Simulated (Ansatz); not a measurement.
# SiO2: the cost of one run

All numbers below are computed with Ansatz 0.2.0 (DFT PBE+D3(BJ), plane waves, PAW, scalar-relativistic, no spin polarisation).

### Step 1. The structure to begin with

The cell holds 24 atoms (O16Si8): a = 5.913 Å, b = 5.332 Å, c = 16.768 Å, α = 90.00°, β = 90.00°, γ = 90.00°.

Coordinates:

```xyz
24
Lattice="5.9131 0.0000 0.0000 0.0000 5.3324 0.0000 0.0000 0.0000 16.7677" Properties=species:S:1:pos:R:3 pbc="T T T"
Si    0.0000    0.0000    1.0000
Si    2.9566    1.3331    1.0000
O     0.0000    0.0000    2.8112
O     1.1454    1.3331    1.0000
O     2.9566    0.0000    2.1454
O     4.7677    1.3331    1.0000
Si    2.9566    0.0000    3.9566
Si    5.9131    1.3331    3.9566
O     2.9566    0.0000    5.7677
O     4.1019    1.3331    3.9566
O     0.0000    0.0000    5.1019
O     1.8112    1.3331    3.9566
Si    0.0000    2.6662    1.0000
Si    2.9566    3.9993    1.0000
O     0.0000    2.6662    2.8112
O     1.1454    3.9993    1.0000
O     2.9566    2.6662    2.1454
O     4.7677    3.9993    1.0000
Si    2.9566    2.6662    3.9566
Si    5.9131    3.9993    3.9566
O     2.9566    2.6662    5.7677
O     4.1019    3.9993    3.9566
O     0.0000    2.6662    5.1019
O     1.8112    3.9993    3.9566
```

### Step 2. Relaxing the start

input.yaml reads:

```yaml
crystal:
  lattice:
    - [5.91311, 0.0, 0.0]
    - [0.0, 5.3324, 0.0]
    - [0.0, 0.0, 16.76774]
  atoms:
    - { symbol: Si, position: [0.0, 0.0, 0.0596383] }
    - { symbol: Si, position: [0.5, 0.25, 0.0596383] }
    - { symbol: O, position: [0.0, 0.0, 0.1676544] }
    - { symbol: O, position: [0.1937, 0.25, 0.0596383] }
    - { symbol: O, position: [0.5, 0.0, 0.1279462] }
    - { symbol: O, position: [0.8063, 0.25, 0.0596383] }
    - { symbol: Si, position: [0.5, 0.0, 0.2359623] }
    - { symbol: Si, position: [1.0, 0.25, 0.2359623] }
    - { symbol: O, position: [0.5, 0.0, 0.3439784] }
    - { symbol: O, position: [0.6937, 0.25, 0.2359623] }
    - { symbol: O, position: [0.0, 0.0, 0.3042702] }
    - { symbol: O, position: [0.3063, 0.25, 0.2359623] }
    - { symbol: Si, position: [0.0, 0.5, 0.0596383] }
    - { symbol: Si, position: [0.5, 0.75, 0.0596383] }
    - { symbol: O, position: [0.0, 0.5, 0.1676544] }
    - { symbol: O, position: [0.1937, 0.75, 0.0596383] }
    - { symbol: O, position: [0.5, 0.5, 0.1279462] }
    - { symbol: O, position: [0.8063, 0.75, 0.0596383] }
    - { symbol: Si, position: [0.5, 0.5, 0.2359623] }
    - { symbol: Si, position: [1.0, 0.75, 0.2359623] }
    - { symbol: O, position: [0.5, 0.5, 0.3439784] }
    - { symbol: O, position: [0.6937, 0.75, 0.2359623] }
    - { symbol: O, position: [0.0, 0.5, 0.3042702] }
    - { symbol: O, position: [0.3063, 0.75, 0.2359623] }
basis:
  ecutwfc: 420.0
kpoints:
  mp_grid: { grid: [2, 2, 1] }
hamiltonian:
  xc: pbe
  dispersion: d3bj
  pseudopotentials: { kind: paw, azcp: { folder: soft_1 } }
scf:
  occupations: { method: fermi_dirac, width: 0.02 }
  lower_state_search: "off"
relax:
  f_tol: 0.08
  max_steps: 25
  adjacent_minimum: "off"
  constraints: [{ sites: [0, 1, 3, 5, 12, 13, 15, 17] }]
output:
  write_density: true
  write_potential: true
  elf: true
  volumetric_format: npy
```

Run with:

```bash
$ ansatz run input.yaml --threads 1 --pin off --max-ram 3072MiB --backend cpu --events-out ev --progress --plain --runs-dir out
```

**Question.** How long does this run take on 1 thread of Arm Neoverse V1, shared host, and how much memory does it need?

About 2 min, with a peak of 0.71 GiB.
